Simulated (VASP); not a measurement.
# Al16N15 (a cell with a defect) in VASP: notebook

The runs below take Al16N15 (a cell with a defect) through single point, relaxation of the atoms, with PBEsol.

Everything below comes from runs of VASP 6.6.1. Logs are shortened: lines on timing, memory, paths and dates and some standing lists are left out, and cuts for length are marked.

### Step 1. The crystal as given

The cell holds a defect, 31 atoms: a = 6.220 Å, b = 6.220 Å, c = 9.960 Å, α = 90.00°, β = 90.00°, γ = 120.00°.

### Step 2. Single point, PBEsol, collinear spin, ferromagnetic start

INCAR

```
SYSTEM = Al16N15
PREC = Accurate
ENCUT = 450
EDIFF = 1E-5
ISMEAR = 0
SIGMA = 0.03
LREAL = Auto
LASPH = .TRUE.
NELM = 120
ALGO = All
ISIF = 2
LWAVE = .FALSE.
LCHARG = .FALSE.
ISPIN = 2
MAGMOM = 0.5 0 0 0 0 0 0 0 0.5 0 0.5 0 0.5 0 0 0 0 0 0 0 0 0 0 0 0 0 0 0 0 0 0
LORBIT = 11
GGA = PS
NELECT = 122.0
ISYM = 0
KPAR = 4
```

KPOINTS

```
regular mesh
0
G
  3 3 2
  0 0 0
```

POSCAR

```
Al16N15
1.0
    6.2200008610      0.0000000000      0.0000000000
   -3.1100004305      5.3866787572      0.0000000000
    0.0000000000      0.0000000000      9.9600000000
Al N
16 15
Direct
    0.3333333333      0.1666666667      0.0000000000
    0.3333333333      0.1666666667      0.5000000000
    0.3333333333      0.6666666667      0.0000000000
    0.3333333333      0.6666666667      0.5000000000
    0.8333333333      0.1666666667      0.0000000000
    0.8333333333      0.1666666667      0.5000000000
    0.8333333333      0.6666666667      0.0000000000
    0.8333333333      0.6666666667      0.5000000000
    0.1666666667      0.3333333333      0.2500000000
    0.1666666667      0.3333333333      0.7500000000
    0.1666666667      0.8333333333      0.2500000000
    0.1666666667      0.8333333333      0.7500000000
    0.6666666667      0.3333333333      0.2500000000
    0.6666666667      0.3333333333      0.7500000000
    0.6666666667      0.8333333333      0.2500000000
    0.6666666667      0.8333333333      0.7500000000
    0.3333333333      0.1666666667      0.6910000000
    0.3333333333      0.6666666667      0.1910000000
    0.3333333333      0.6666666667      0.6910000000
    0.8333333333      0.1666666667      0.1910000000
    0.8333333333      0.1666666667      0.6910000000
    0.8333333333      0.6666666667      0.1910000000
    0.8333333333      0.6666666667      0.6910000000
    0.1666666667      0.3333333333      0.4410000000
    0.1666666667      0.3333333333      0.9410000000
    0.1666666667      0.8333333333      0.4410000000
    0.1666666667      0.8333333333      0.9410000000
    0.6666666667      0.3333333333      0.4410000000
    0.6666666667      0.3333333333      0.9410000000
    0.6666666667      0.8333333333      0.4410000000
    0.6666666667      0.8333333333      0.9410000000
```

Potentials or basis: VASP PAW PBE potentials, release 64 (Al, N).

The run is started by

```
$ cat potpaw_PBE.64/Al/POTCAR potpaw_PBE.64/N/POTCAR > POTCAR
$ mpirun -np 4 vasp_std > vasp.out
```

OUTCAR:

```text
SYSTEM = Al16N15
   PREC = Accurate
   ENCUT = 450
   EDIFF = 1E-5
   ISMEAR = 0
   LREAL = Auto
   LASPH = .TRUE.
   NELM = 120
   ISIF = 2
   ISPIN = 2
   LORBIT = 11
   GGA = PS
   NELECT = 122.0
   ISYM = 0

 ion  position               nearest neighbor table
   1  0.333  0.167  0.000-  25 1.89  29 1.89  27 1.89  10 3.07   9 3.07  14 3.07  13 3.07  12 3.07
                            11 3.07   5 3.11   5 3.11   3 3.11   3 3.11   7 3.11   7 3.11
   2  0.333  0.167  0.500-  24 1.89  28 1.89  26 1.89  17 1.90   9 3.07  10 3.07  13 3.07  14 3.07
                            11 3.07  12 3.07   6 3.11   6 3.11   8 3.11   4 3.11   4 3.11   8 3.11
   3  0.333  0.667  0.000-  27 1.89  31 1.89  25 1.89  18 1.90  11 3.07  12 3.07  15 3.07  16 3.07
                             9 3.07  10 3.07   7 3.11   7 3.11   1 3.11   1 3.11   5 3.11   5 3.11
   4  0.333  0.667  0.500-  26 1.89  30 1.89  24 1.89  19 1.90  11 3.07  12 3.07  15 3.07  16 3.07
                             9 3.07  10 3.07   8 3.11   8 3.11   2 3.11   2 3.11   6 3.11   6 3.11
   5  0.833  0.167  0.000-  29 1.89  25 1.89  31 1.89  20 1.90  13 3.07  14 3.07   9 3.07  10 3.07
                            15 3.07  16 3.07   1 3.11   1 3.11   7 3.11   7 3.11   3 3.11   3 3.11
   6  0.833  0.167  0.500-  28 1.89  24 1.89  30 1.89  21 1.90  13 3.07  14 3.07   9 3.07  10 3.07
                            15 3.07  16 3.07   2 3.11   2 3.11   8 3.11   8 3.11   4 3.11   4 3.11
   7  0.833  0.667  0.000-  31 1.89  27 1.89  29 1.89  22 1.90  15 3.07  16 3.07  11 3.07  12 3.07
                            13 3.07  14 3.07   3 3.11   3 3.11   5 3.11   5 3.11   1 3.11   1 3.11
   8  0.833  0.667  0.500-  30 1.89  26 1.89  28 1.89  23 1.90  15 3.07  16 3.07  11 3.07  12 3.07
                            13 3.07  14 3.07   4 3.11   4 3.11   6 3.11   6 3.11   2 3.11   2 3.11
   9  0.167  0.333  0.250-  20 1.89  18 1.89  24 1.90   2 3.07   1 3.07   6 3.07   5 3.07   4 3.07
[... 16 lines left out ...]
  18  0.333  0.667  0.191-  11 1.89  15 1.89   9 1.89   3 1.90
  19  0.333  0.667  0.691-  12 1.89  16 1.89  10 1.89   4 1.90
  20  0.833  0.167  0.191-  13 1.89   9 1.89  15 1.89   5 1.90
  21  0.833  0.167  0.691-  14 1.89  10 1.89  16 1.89   6 1.90
  22  0.833  0.667  0.191-  15 1.89  11 1.89  13 1.89   7 1.90
  23  0.833  0.667  0.691-  16 1.89  12 1.89  14 1.89   8 1.90
  24  0.167  0.333  0.441-   2 1.89   6 1.89   4 1.89   9 1.90
  25  0.167  0.333  0.941-   1 1.89   5 1.89   3 1.89  10 1.90
  26  0.167  0.833  0.441-   4 1.89   8 1.89   2 1.89  11 1.90
  27  0.167  0.833  0.941-   3 1.89   7 1.89   1 1.89  12 1.90
  28  0.667  0.333  0.441-   6 1.89   2 1.89   8 1.89  13 1.90
  29  0.667  0.333  0.941-   5 1.89   1 1.89   7 1.89  14 1.90
  30  0.667  0.833  0.441-   8 1.89   4 1.89   6 1.89  15 1.90
  31  0.667  0.833  0.941-   7 1.89   3 1.89   5 1.89  16 1.90

IMPORTANT INFORMATION: All symmetrisations will be switched off!
NOSYMM: (Re-)initialisation of all symmetry stuff for point group C_1.

----------------------------------------------------------------------------------------

                                     Primitive cell

  volume of cell :     333.7113

  direct lattice vectors                    reciprocal lattice vectors
     6.220000861  0.000000000  0.000000000     0.160771682  0.092821574  0.000000000
    -3.110000430  5.386678757  0.000000000     0.000000000  0.185643148  0.000000000
     0.000000000  0.000000000  9.960000000     0.000000000  0.000000000  0.100401606

  length of vectors
     6.220000861  6.220000861  9.960000000     0.185643148  0.185643148  0.100401606

  position of ions in fractional coordinates (direct lattice)
     0.333333333  0.166666667  0.000000000
     0.333333333  0.166666667  0.500000000
     0.333333333  0.666666667  0.000000000
     0.333333333  0.666666667  0.500000000
     0.833333333  0.166666667  0.000000000
     0.833333333  0.166666667  0.500000000
[... 23 lines left out ...]
     0.666666667  0.833333333  0.441000000
     0.666666667  0.833333333  0.941000000

  ion indices of the primitive-cell ions
   primitive index   ion index
                 1           1
                 2           2
                 3           3
                 4           4
                 5           5
                 6           6
[... 23 lines left out ...]
                30          30
                31          31

----------------------------------------------------------------------------------------

 KPOINTS: regular mesh

Automatic generation of k-mesh.
 Grid dimensions read from file:
 generate k-points for:    3    3    2

 Generating k-lattice:

  Cartesian coordinates                     Fractional coordinates (reciprocal lattice)
     0.053590561  0.030940525  0.000000000     0.333333333 -0.000000000  0.000000000
     0.000000000  0.061881049  0.000000000     0.000000000  0.333333333  0.000000000
     0.000000000  0.000000000  0.050200803     0.000000000  0.000000000  0.500000000

  Length of vectors
     0.061881049  0.061881049  0.050200803

  Shift w.r.t. Gamma in fractional coordinates (k-lattice)
[... 20 lines left out ...]
   number of dos      NEDOS =    301   number of ions     NIONS =     31
   total plane-waves  NPLWV = 161280
   dimension x,y,z NGX =    48 NGY =   48 NGZ =   70
   dimension x,y,z NGXF=    96 NGYF=   96 NGZF=  140
   ions per type =              16  15
   NGX,Y,Z   is equivalent  to a cutoff of  12.83, 12.83, 11.68 a.u.
   NGXF,Y,Z  is equivalent  to a cutoff of  25.66, 25.66, 23.37 a.u.
 SYSTEM =  Al16N15
   PREC   = accura    normal or accurate (medium, high low for compatibility)
   ISTART =      0    job   : 0-new  1-cont  2-samecut
   ICHARG =      2    charge: 1-file 2-atom 10-const
   ISPIN  =      2    spin polarized calculation?
   LNONCOLLINEAR =      F non collinear calculations
   LSORBIT =      F    spin-orbit coupling
   LASPH  =      T    aspherical Exc in radial PAW
   ENCUT  =  450.0 eV  33.07 Ry    5.75 a.u.  10.76 10.76 17.23*2*pi/ulx,y,z
   NELM   =    120;   NELMIN=  2; NELMDL= -5     # of ELM steps
   EDIFF  = 0.1E-04   stopping-criterion for ELM
   LREAL  =      T    real-space projection
   EDIFFG = 0.1E-03   stopping-criterion for IOM
   NSW    =      0    number of steps for IOM
   IBRION =     -1    ionic relax: 0-MD 1-quasi-New 2-CG
   NFREE  =      0    steps in history (QN), initial steepest desc. (CG)
   ISIF   =      2    stress and relaxation
   ISYM   =      0    0-nonsym 1-usesym 2-fastsym
   POTIM  = 0.5000    time-step for ionic-motion
   TEBEG  =    0.0;   TEEND  =   0.0 temperature during run
   PSTRESS=    0.0 pullay stress
   NELECT =     122.0000    total number of electrons
   NUPDOWN=      -1.0000    fix difference up-down
   EMIN   =  10.00;   EMAX   =-10.00  energy-range for DOS
   EFERMI =   0.00;   METHOD = LEGACY
   ISMEAR =     0;   SIGMA  =   0.03  broadening in eV -4-tet -1-fermi 0-gaus
   EFERMI_NEDOS =   21; number of points for ismear=-14 and -15
   IALGO  =     58    algorithm
   IMIX   =      4    mixing-type and parameters
     AMIX     =   0.40;   BMIX     =  1.00
     AMIX_MAG =   1.60;   BMIX_MAG =  1.00
  volume/ion in A,a.u.               =      10.76        72.64
  Fermi-wavevector in a.u.,A,eV,Ry     =   1.170589  2.212093 18.643777  1.370279
  Thomas-Fermi vector in A             =   2.307045
   LORBIT       =     11    0 simple, 1 ext, 2 COOP (PROOUT), +10 PAW based schemes
   GGA     = PS    functional components
   LHFCALC =     F    Hartree Fock is set to
   AEXX    =    0.0000 exact exchange contribution
   IVDW    =     0    specifies the selected vdW correction
   LEPSILON=     F    determine dielectric tensor
   LRPA    =     F    only Hartree local field effects (RPA)
 spin polarized calculation
 Gauss-broadening in eV      SIGMA  =   0.03
  energy-cutoff  :      450.00
  volume of cell :      333.71
 maximum number of plane-waves:      7283
 NGX is ok and might be reduce to    48
   NGX = 21   NGY = 21   NGZ = 35

 number of electron     121.9999983 magnetization       0.0000000

 number of electron     121.9999983 magnetization      -0.0000000

 Free energy of the ion-electron system (eV)
  ---------------------------------------------------
  ext. energy  EPLUGINS =         0.00000000
  ---------------------------------------------------
  free energy    TOTEN  =      -245.23069831 eV

  energy without entropy =     -245.23069831  energy(sigma->0) =     -245.23069831

 E-fermi :   6.1784     XC(G=0): -10.9653

 val. band max:        6.0081071618   @ k =   0.3333   0.3333   0.0000
 cond. band min:       8.9778124769   @ k =   0.3333   0.3333   0.5000
 fundamental gap:      2.9697053151
 Fermi energy:         6.1783761436

 spin component 1

 k-point     1 :       0.0000    0.0000    0.0000
  band No.  band energies     occupation
      1      -9.1262      1.00000
      2      -8.3075      1.00000
      3      -8.1986      1.00000
      4      -7.3884      1.00000
      5      -7.3884      1.00000
      6      -7.0803      1.00000
[... 749 lines left out ...]
     72      13.0791      0.00000
     73      13.1056      0.00000
 Fermi energy:         6.1783761436

 spin component 2

 k-point     1 :       0.0000    0.0000    0.0000
  band No.  band energies     occupation
      1      -9.1262      1.00000
      2      -8.3075      1.00000
      3      -8.1986      1.00000
      4      -7.3884      1.00000
      5      -7.3884      1.00000
      6      -7.0803      1.00000
[... 749 lines left out ...]
     72      13.0771      0.00000
     73      13.1065      0.00000
 [bands above 73 left out]

------------------------ aborting loop because EDIFF is reached ----------------------------------------

  FORCE on cell =-STRESS in cart. coord.  units (eV):
  Direction    XX          YY          ZZ          XY          YZ          ZX
  --------------------------------------------------------------------------------------
  -------------------------------------------------------------------------------------
  Total      -11.9402292    -11.9402506    -14.0332431      0.0000014     -0.0000075     -0.0000038
  in kB      -57.3260985    -57.3262015    -67.3748438      0.0000069     -0.0000359     -0.0000182
  external PRESSURE =     -60.6757146 kB  Pullay stress =       0.0000000 kB

 VOLUME and BASIS-vectors are now :
 -----------------------------------------------------------------------------
  energy-cutoff  :      450.00
  volume of cell :      333.71
      direct lattice vectors                 reciprocal lattice vectors
     6.220000861  0.000000000  0.000000000     0.160771682  0.092821574  0.000000000
    -3.110000430  5.386678757  0.000000000     0.000000000  0.185643148  0.000000000
     0.000000000  0.000000000  9.960000000     0.000000000  0.000000000  0.100401606

 POSITION                                       TOTAL-FORCE (eV/Angst)
 -----------------------------------------------------------------------------------
      1.55500      0.89778      0.00000         0.000090     -0.000081     -1.214241
      1.55500      0.89778      4.98000         0.000064     -0.000070      0.604176
     -0.00000      3.59112      0.00000         0.195427      0.112951     -0.401478
     -0.00000      3.59112      4.98000         0.267828      0.154727      0.274505
      4.66500      0.89778      0.00000        -0.000080     -0.225737     -0.401454
      4.66500      0.89778      4.98000        -0.000055     -0.309329      0.274527
[... 23 lines left out ...]
      1.55500      4.48890      4.39236        -0.000122      0.000071     -0.281412
      1.55500      4.48890      9.37236        -0.000158      0.000082      0.294621
 -----------------------------------------------------------------------------------
    total drift:                               -0.000155      0.000110      0.025446

  FREE ENERGIE OF THE ION-ELECTRON SYSTEM (eV)
  ---------------------------------------------------
  free  energy   TOTEN  =      -245.2306983072 eV

  energy  without entropy=     -245.2306983072  energy(sigma->0) =     -245.23069831

 total charge

# of ion       s       p       d       tot
------------------------------------------
    1        0.373   0.405   0.000   0.778
    2        0.365   0.438   0.000   0.804
    3        0.366   0.439   0.000   0.805
    4        0.366   0.437   0.000   0.803
    5        0.366   0.439   0.000   0.805
    6        0.366   0.437   0.000   0.803
[... 23 lines left out ...]
   30        1.222   2.606   0.000   3.828
   31        1.222   2.606   0.000   3.828
--------------------------------------------------
tot         24.246  45.846   0.000  70.092

 magnetization (x)

# of ion       s       p       d       tot
------------------------------------------
    1        0.000  -0.000   0.000   0.000
    2        0.000   0.000   0.000   0.000
    3        0.000   0.000   0.000   0.000
    4       -0.000   0.000   0.000   0.000
    5        0.000   0.000   0.000   0.000
    6       -0.000   0.000   0.000  -0.000
[... 23 lines left out ...]
   30        0.000   0.000   0.000   0.000
   31        0.000   0.000   0.000   0.000
--------------------------------------------------
tot          0.000   0.000   0.000   0.000
```

Wall time 5 min (4 MPI ranks of Intel Xeon Platinum 8259CL at 2.50GHz (Skylake/Cascade Lake), shared host); peak memory 1 GiB.

Results:

```yaml
Free_energy: -245.2307 eV
Largest_force: 1.214 eV/Å
Band_gap_on_the_k_mesh: 2.97 eV, indirect (least direct gap 3.03 eV)
Net_moment: 0.00 μB per cell
Valence_electrons_inside_the_program's_atomic_spheres: Al 0.78, 0.80, 0.81, 0.77; N 3.83, 3.82
```

Forces on the atoms (eV/Å):
```
Al   0.000  0.000 -1.214
Al   0.000  0.000  0.604
Al   0.195  0.113 -0.401
Al   0.268  0.155  0.275
Al   0.000 -0.226 -0.401
Al   0.000 -0.309  0.275
Al  -0.195  0.113 -0.402
Al  -0.268  0.155  0.275
Al  -0.651  0.376  0.494
Al   0.078 -0.045 -0.351
Al   0.000 -0.752  0.494
Al   0.000  0.090 -0.351
Al   0.651  0.376  0.494
Al  -0.078 -0.045 -0.351
Al   0.000  0.000  0.423
Al   0.000  0.000 -0.137
N    0.000  0.000  0.031
N    0.082  0.048 -0.117
N   -0.101 -0.058  0.043
N    0.000 -0.095 -0.117
N    0.000  0.117  0.043
N   -0.082  0.047 -0.117
N    0.101 -0.058  0.043
N    0.273 -0.158 -0.656
N    0.166 -0.096  0.808
N    0.000  0.316 -0.656
N    0.000  0.192  0.808
N   -0.273 -0.158 -0.656
N   -0.166 -0.096  0.808
N    0.000  0.000 -0.281
N    0.000  0.000  0.295
```

Caveat: the cell is charged against a uniform background, so pressure and absolute levels hang on convention; the cutoff is under 1.25 times the usual one of these potentials, so pressure, stress and relaxed cells hold a basis-set (Pulay) error; the PAW data sets were made with another functional, which shifts forces and pressure a little.

### Step 3. Single point, PBEsol, collinear spin, ferromagnetic start

Changes to INCAR since step 2:

```diff
@@ -9,3 +9,3 @@
 NELM = 120
-ALGO = All
+ALGO = Normal
 ISIF = 2
@@ -16,5 +16,5 @@
 LORBIT = 11
+NUPDOWN = 2
 GGA = PS
 NELECT = 122.0
-ISYM = 0
 KPAR = 4
```

KPOINTS is that of step 2.

POSCAR is that of step 2.

Potentials or basis: VASP PAW PBE potentials, release 64 (Al, N).

The run is started by

```
$ cat potpaw_PBE.64/Al/POTCAR potpaw_PBE.64/N/POTCAR > POTCAR
$ mpirun -np 4 vasp_std > vasp.out
```

It took 5.1 min on 4 MPI ranks of Intel Xeon Platinum 8259CL at 2.50GHz (Skylake/Cascade Lake), shared host; peak memory 0.6 GiB.

The run converged. Its results:

```yaml
Free_energy: -242.3184 eV
Largest_force: 1.185 eV/Å
Net_moment: 2.00 μB per cell
Site_moments: Al +0.03, +0.00, -0.00, +0.09; N +0.01, +0.04, +0.02, +0.03 μB
Valence_electrons_inside_the_program's_atomic_spheres: Al 0.77, 0.80, 0.79; N 3.83, 3.82
```

Forces on the atoms (eV/Å):
```
Al   0.000  0.000 -1.185
Al   0.000  0.000  0.490
Al   0.254  0.147 -0.042
Al   0.332  0.192  0.071
Al   0.000 -0.293 -0.042
Al   0.000 -0.383  0.071
Al  -0.254  0.147 -0.042
Al  -0.332  0.192  0.071
Al  -0.913  0.527  0.306
Al   0.119 -0.069 -0.317
Al   0.000 -1.054  0.306
Al   0.000  0.137 -0.317
Al   0.913  0.527  0.306
Al  -0.119 -0.069 -0.317
Al   0.000  0.000  0.240
Al   0.000  0.000 -0.035
N    0.000  0.000  0.021
N    0.066  0.038 -0.138
N   -0.119 -0.069  0.063
N    0.000 -0.077 -0.138
N    0.000  0.138  0.063
N   -0.066  0.038 -0.138
N    0.119 -0.069  0.063
N    0.288 -0.167 -0.389
N    0.154 -0.089  0.588
N    0.000  0.333 -0.389
N    0.000  0.178  0.588
N   -0.288 -0.167 -0.389
N   -0.154 -0.089  0.588
N    0.000  0.000 -0.053
N    0.000  0.000  0.100
```

Caveat: the k mesh is coarse (spacing up to 0.39 Å⁻¹), so the values aren't converged; the cell is charged against a uniform background, so pressure and absolute levels hang on convention; the cutoff is under 1.25 times the usual one of these potentials, so pressure, stress and relaxed cells hold a basis-set (Pulay) error; the PAW data sets were made with another functional, which shifts forces and pressure a little; the total moment is fixed, so each spin has its own Fermi level.

### Step 4. Single point, PBEsol, collinear spin, ferromagnetic start

Changes to INCAR since step 3:

```diff
@@ -14,5 +14,5 @@
 ISPIN = 2
-MAGMOM = 0.5 0 0 0 0 0 0 0 0.5 0 0.5 0 0.5 0 0 0 0 0 0 0 0 0 0 0 0 0 0 0 0 0 0
+MAGMOM = -0.6 0 0 0 0 0 0 0 -0.6 0 -0.6 0 -0.6 0 0 0 0 0 0 0 0 0 0 0 0 0 0 0 0 0 0
 LORBIT = 11
-NUPDOWN = 2
+NUPDOWN = 0
 GGA = PS
```

KPOINTS is that of step 3.

POSCAR is that of step 3.

The run is started by

```
$ cat potpaw_PBE.64/Al/POTCAR potpaw_PBE.64/N/POTCAR > POTCAR
$ mpirun -np 4 vasp_std > vasp.out
```

Wall time 4.7 min (4 MPI ranks of Intel Xeon Platinum 8259CL at 2.50GHz (Skylake/Cascade Lake), shared host); peak memory 0.61 GiB.

It converged, with:

- Free energy: -245.2307 eV
- Largest force: 1.212 eV/Å
- Net moment: 0.00 μB per cell
- Valence electrons inside the program's atomic spheres: Al 0.78, 0.80, 0.81, 0.77; N 3.83, 3.82

Forces on the atoms (eV/Å):
```
Al   0.000  0.000 -1.212
Al   0.000  0.000  0.603
Al   0.196  0.113 -0.400
Al   0.268  0.155  0.273
Al   0.000 -0.226 -0.400
Al   0.000 -0.309  0.273
Al  -0.196  0.113 -0.400
Al  -0.268  0.155  0.273
Al  -0.651  0.376  0.493
Al   0.078 -0.045 -0.351
Al   0.000 -0.752  0.493
Al   0.000  0.090 -0.351
Al   0.651  0.376  0.493
Al  -0.078 -0.045 -0.351
Al   0.000  0.000  0.423
Al   0.000  0.000 -0.137
N    0.000  0.000  0.030
N    0.082  0.048 -0.116
N   -0.102 -0.059  0.042
N    0.000 -0.095 -0.116
N    0.000  0.118  0.042
N   -0.082  0.048 -0.116
N    0.102 -0.059  0.042
N    0.273 -0.157 -0.659
N    0.165 -0.095  0.810
N    0.000  0.315 -0.659
N    0.000  0.191  0.810
N   -0.273 -0.157 -0.659
N   -0.165 -0.095  0.810
N    0.000  0.000 -0.285
N    0.000  0.000  0.298
```

Caveat: the k mesh is coarse (spacing up to 0.39 Å⁻¹), so the values aren't converged; the cell is charged against a uniform background, so pressure and absolute levels hang on convention; the cutoff is under 1.25 times the usual one of these potentials, so pressure, stress and relaxed cells hold a basis-set (Pulay) error; the moment is held away from its start; the PAW data sets were made with another functional, which shifts forces and pressure a little; the total moment is fixed, so each spin has its own Fermi level.

(Continued in part 2 of 2.)
